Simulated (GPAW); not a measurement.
# AlN (P6_3mc) in GPAW: single point with PBE

Aim: the single point of AlN with PBE.

Everything below comes from runs of GPAW 26.7.0. Logs are shortened: lines on timing, memory, paths and dates and some standing lists are left out, and cuts for length are marked. The log counts tension as positive stress, the text compression.

**Measured values to compare with.**

From “Structural and optical properties of self-assembled AlN nanowires grown on SiO2/Si substrates by molecular beam epitaxy”, 2024, arxiv:2402.00216, for a bulk crystal of AlN at 0 K: band gap 6.0343 eV (an exciton energy, a little under the gap).

How close the calculation comes is told below.

**1. The crystal as given**

The structure is hexagonal, space group P6_3mc (No. 186). The conventional cell has a = 3.113 Å, b = 3.113 Å, c = 4.981 Å, α = 90.00°, β = 90.00°, γ = 120.00°. Al (site symmetry 3m) is surrounded by 4 N at 1.89 Å. Around N (site symmetry 3m) lie 4 Al at 1.89 Å.

**2. Single point, PBE**

run.py reads:

```python
from ase import Atoms
from ase.dft.bandgap import bandgap
from ase.io import write
from ase.units import GPa
from gpaw import GPAW, PW, setup_paths

setup_paths.insert(0, '.')

atoms = Atoms(['Al', 'Al', 'N', 'N'],
              cell=[[3.113, 0.0, 0.0],
                    [-1.5565, 2.695937082, 0.0],
                    [0.0, 0.0, 4.981]],
              scaled_positions=[[0.6666666667, 0.3333333333, 0.5],
                                [0.3333333333, 0.6666666667, 0.0],
                                [0.6666666667, 0.3333333333, 0.88],
                                [0.3333333333, 0.6666666667, 0.38]],
              pbc=True)

calc = GPAW(mode=PW(800),
            xc='PBE',
            kpts={'size': (8, 8, 5), 'gamma': True},
            occupations={'name': 'fermi-dirac', 'width': 0.01},
            setups='sg15',
            nbands=-10,
            convergence={'density': 1e-05, 'energy': 1e-05},
            maxiter=150,
            txt='gpaw.txt')
atoms.calc = calc
energy = atoms.get_potential_energy()
forces = atoms.get_forces()
stress = atoms.get_stress()
calc.write('gs.gpw')
write('result.traj', atoms)
print(f'Energy: {energy:.6f} eV')
print('Forces (eV/A):')
print(forces.round(4))
print('Stress (GPa):', (stress / GPa).round(3))
print('Fermi level:', round(calc.get_fermi_level(), 4), 'eV')
print(f'Gap: {bandgap(calc)[0]:.4f} eV, direct: {bandgap(calc, direct=True)[0]:.4f} eV')
```

Potentials or basis: SG15 ONCV 1.2, pw.

Run with:

```
$ OMP_NUM_THREADS=1 python run.py
```

gpaw.txt:

```text
__  _  _
 | _ |_)|_||  |
 |__||  | ||/\| - 26.7.0

Input parameters:
  mode=PW(ecut=800.0),
  convergence={'density': 1e-05, 'energy': 1e-05},
  kpts=MonkhorstPack(size=(8, 8, 5), gamma=True),
  maxiter=150,
  nbands=-10,
  occupations=Occupations(name='fermi-dirac', width=0.01),
  setups={'default': 'sg15'},
  xc=XC(name='PBE')

Diagonalizing LCAO Hamiltonian
Converting LCAO to pw mode

           N

           Al
        N

        Al

Atoms  # Å, Bohr magnetons
|   | symbol |         x |        y |        z |    initial magnetic moments |
|---|--------|-----------|----------|----------|-----------------------------|
| 0 |     Al |  1.556500 | 0.898646 | 2.490500 | ( 0.0000,  0.0000,  0.0000) |
| 1 |     Al | -0.000000 | 1.797291 | 0.000000 | ( 0.0000,  0.0000,  0.0000) |
| 2 |      N |  1.556500 | 0.898646 | 4.383280 | ( 0.0000,  0.0000,  0.0000) |
| 3 |      N | -0.000000 | 1.797291 | 1.892780 | ( 0.0000,  0.0000,  0.0000) |

Unit cell  # Å
| periodic |         x |        y |        z |  lengths |     angles |
|----------|-----------|----------|----------|----------|------------|
|      yes |  3.113000 | 0.000000 | 0.000000 | 3.113000 |  90.000000 |
|      yes | -1.556500 | 2.695937 | 0.000000 | 3.113000 |  90.000000 |
|      yes |  0.000000 | 0.000000 | 4.981000 | 4.981000 | 120.000000 |

Number of symmetries: 6
Symmetry operations  # r_c * U_cc + t_c -> r_c
|   | kind |            matrix            |
|---|------|------------------------------|
| 0 |  σ   |  1, 1, 0,  0,-1, 0,  0, 0, 1 |
| 1 |  E   |  1, 0, 0,  0, 1, 0,  0, 0, 1 |
| 2 |  C3  |  0, 1, 0, -1,-1, 0,  0, 0, 1 |
| 3 |  σ   |  0,-1, 0, -1, 0, 0,  0, 0, 1 |
| 4 |  σ   | -1, 0, 0,  1, 1, 0,  0, 0, 1 |
| 5 |  C3  | -1,-1, 0,  1, 0, 0,  0, 0, 1 |

BZ-sampling:
  Number of BZ points: 320
  Number of IBZ points: 40

  Monkhorst-Pack size: [8, 8, 5]
  Monkhorst-Pack shift: [0.0625, 0.0625, 0.0]

K-points  # in reciprocal-cell coordinates
|     |                                coordinates |     weight |
|-----|--------------------------------------------|------------|
|   0 | (  0.00000000,   0.00000000,   0.00000000) | 0.00312500 |
|   1 | (  0.00000000,   0.00000000,   0.20000000) | 0.00625000 |
|   2 | (  0.00000000,   0.00000000,   0.40000000) | 0.00625000 |
|   3 | (  0.12500000,   0.00000000,  -0.40000000) | 0.01875000 |
|   4 | (  0.12500000,   0.00000000,  -0.20000000) | 0.01875000 |
|   5 | (  0.12500000,   0.00000000,   0.00000000) | 0.01875000 |
|   6 | (  0.12500000,   0.00000000,   0.20000000) | 0.01875000 |
|   7 | (  0.12500000,   0.00000000,   0.40000000) | 0.01875000 |
|   8 | (  0.25000000,  -0.12500000,   0.00000000) | 0.01875000 |
|   9 | (  0.25000000,  -0.12500000,   0.20000000) | 0.03750000 |
| ... |                                            |            |
|  39 | (  0.50000000,   0.50000000,   0.40000000) | 0.01875000 |

Plane wave coefficients: 2177
Cutoff: 800.0 eV

Spin-components: 1 (collinear spins)
Bands:           26
Projectors:      16
Spin-degeneracy: 2
Datatype:        complex128

Density:
  Valence electrons: 32.0
  Components: 1
  Grid points: [21 21 35]
  Charge: 0.0  # |e|

Potential:
  Grid points: [21 21 35]

species:
  Norm-conserving UPF setup:
    Element:   Al
    Z:         13
    Valence: 11.0
  Projectors:
    l=0 rcut=2.45
    l=0 rcut=2.45
    l=1 rcut=2.45
    l=1 rcut=2.45
  No states stored on this setup
  Local potential cutoff: 2.5
  Comp charge cutoff:     2.5
  File: ./Al_ONCV_PBE-1.2.upf

    LCAO basis set for Al:
      Name: atompaw.sz
      This basis set was not loaded from a file
      Number of radial functions: 4
      Number of spherical harmonics: 8
        l=0, rc=8.9500 Bohr: 2s e=-3.952 f=2.000
        l=0, rc=8.9500 Bohr: 3s e=-0.286 f=2.000
        l=1, rc=8.9500 Bohr: 2p e=-2.532 f=6.000
        l=1, rc=8.9500 Bohr: 3p e=-0.096 f=1.000
      Number of RI-basis functions 0

  Norm-conserving UPF setup:
    Element:    N
    Z:          7
    Valence:  5.0
  Projectors:
    l=0 rcut=1.63
    l=0 rcut=1.63
    l=1 rcut=1.63
    l=1 rcut=1.63
  No states stored on this setup
  Local potential cutoff: 1.44
  Comp charge cutoff:     1.44
  File: ./N_ONCV_PBE-1.2.upf

    LCAO basis set for N:
      Name: atompaw.sz
      This basis set was not loaded from a file
      Number of radial functions: 2
      Number of spherical harmonics: 4
        l=0, rc=8.9500 Bohr: 2s e=-0.683 f=2.000
        l=1, rc=8.9500 Bohr: 2p e=-0.263 f=3.000
      Number of RI-basis functions 0

Reference energy: 0.000000  # eV

eigensolver:
  PPCG
  Converge bands: occupied
  niter=2

density mixing:
  MSR1-Mixer
  Pratt-step length: 0.05
  Maximum mixing coefficient: 0.75
  Old densities: 10
  SVD Regularization: 0.005
  Good broyden scale: 1.0
  Trust region scale: 1.0
  Backstep threshold: 4.0
  History deletion threshold: 6.0
  Fourier metric: weight=20.0, sigma=0.015

occupation numbers:
  Fermi-Dirac:
    width: 0.0100  # eV

poisson solver:
  ecut: 6400.0  # eV

xc functional:
  name: PBE with 2 nearest neighbor stencil

convergence criteria:
- Maximum integral of absolute [dens]ity change: 1e-05 electrons / valence electron
- Maximum [total energy] change in last 3 cyles: 1e-05 eV / valence electron
- Maximum integral of absolute [eigenst]ate change: 4e-08 eV^2 / valence electron
maximum number of iterations: 150

SCF iterations
|iter     | |      energy | eigst |  dens |
|---------|-|-------------|-------|-------|
|iter:   1| |-4318.851672 | +0.02 |       |
|iter:   2| |-4317.525823 | -1.64 | -0.81 |
|iter:   3| |-4313.435993 | -0.48 | -0.86 |
|iter:   4| |-4313.435554 | -2.68 | -1.52 |
|iter:   5| |-4313.437837 | -3.54 | -1.82 |
|iter:   6| |-4313.437909 | -5.59 | -3.14 |
|iter:   7| |-4313.437928c| -6.45 | -3.50 |
|iter:   8| |-4313.437927c| -7.32 | -4.33 |
|iter:   9| |-4313.437927c| -7.88c| -4.88 |
|iter:  10| |-4313.437927c| -8.51c| -5.27c|

Converged in 10 steps
Energy contributions relative to reference atoms: (reference = 0.000000)

Energy contributions:
  Kinetic:        1145.500901
  Coulomb:       -4344.669491
  Zero:           -543.379235
  External:          0.000000
  Xc:             -570.890102
  Entropy:          -0.000000
  Spinorbit:         0.000000
  ----------------------------
  Free energy:   -4313.437927
  Extrapolated:  -4313.437927

dipole moment: (0.000013, -0.000007, -25.769951)  # |e|*Ang

Fermi level: 5.751
Eigenvalues  # (at kpt = [0.000, 0.000, 0.000])
| band index |      eig [eV] | occ [0-2] |
|------------|---------------|-----------|
|          0 |       -95.025 |     2.000 |
|        ... |               |           |
|          8 |        -9.577 |     2.000 |
|          9 |        -7.420 |     2.000 |
|         10 |        -0.410 |     2.000 |
|         11 |         4.735 |     2.000 |
|         12 |         4.736 |     2.000 |
|         13 |         5.397 |     2.000 |
[... 8 lines left out ...]
|         22 |        18.774 |     0.000 |
|         23 |        18.774 |     0.000 |
|        ... |               |           |
|         25 |        20.411 |     0.000 |

Gap: 4.221 eV
Transition (v -> c):
  (s=0, k=0, n=15, [0.00, 0.00, 0.00]) -> (s=0, k=0, n=16, [0.00, 0.00, 0.00])
No difference between direct/indirect transitions

Forces  # eV/Ang
|        x |       y |        z |
|----------|---------|----------|
|  0.00000 | 0.00000 | -0.12706 |  # Al   0
| -0.00000 | 0.00000 | -0.12550 |  # Al   1
| -0.00000 | 0.00000 |  0.12479 |  # N    2
|  0.00000 | 0.00000 |  0.11824 |  # N    3

Stress tensor  # eV/Ang^3
|        x |        y |        z |
|----------|----------|----------|
| 0.017319 | 0.000000 | 0.000000 |
| 0.000000 | 0.017319 | 0.000000 |
| 0.000000 | 0.000000 | 0.007241 |

# Writing to gs.gpw (mode='')
```

Run time: 29 s. Hardware: 1 thread of AMD EPYC 7R13 (Zen 3), shared host; peak memory 0.21 GiB.

Results:

- Free energy: -4313.4379 eV
- Pressure: -2.2 GPa
- Largest force: 0.127 eV/Å
- Band gap on the k mesh: 4.22 eV, direct

Forces in eV/Å, atoms in the order of the input:
```
Al   0.000  0.000 -0.127
Al   0.000  0.000 -0.126
N    0.000  0.000  0.125
N    0.000  0.000  0.118
```

Stress tensor (GPa, compression positive):
```
-2.77  0.00  0.00
 0.00 -2.77  0.00
 0.00  0.00 -1.16
```

Levels at points of the mesh, in eV from the valence-band top:
```csv
k point,band 13,band 14,band 15,band 16,band 17,band 18,band 19,band 20
"(0.00, 0.00, 0.00)",-0.84,-0.18,-0.18,0.00,4.22,6.68,10.60,11.20
"(0.50, 0.50, 0.00)",-3.34,-2.07,-1.78,-0.66,5.85,5.86,8.21,10.33
```

**3. How close it comes**

Step 2. Measured gap of AlN: 6.0343 eV (an exciton energy, a little under the gap; 0 K; quoted in “Structural and optical properties of self-assembled AlN nanowires grown on SiO2/Si substrates by molecular beam epitaxy”, 2024, arxiv:2402.00216). This calculation gives 4.22 eV (-1.81 eV). 2 values of this kind are on record (6.034 to 6.0343 eV); this one was drawn at random. The value is that of PBE, without temperature or zero-point motion. Semilocal functionals fall short of measured gaps as a rule.
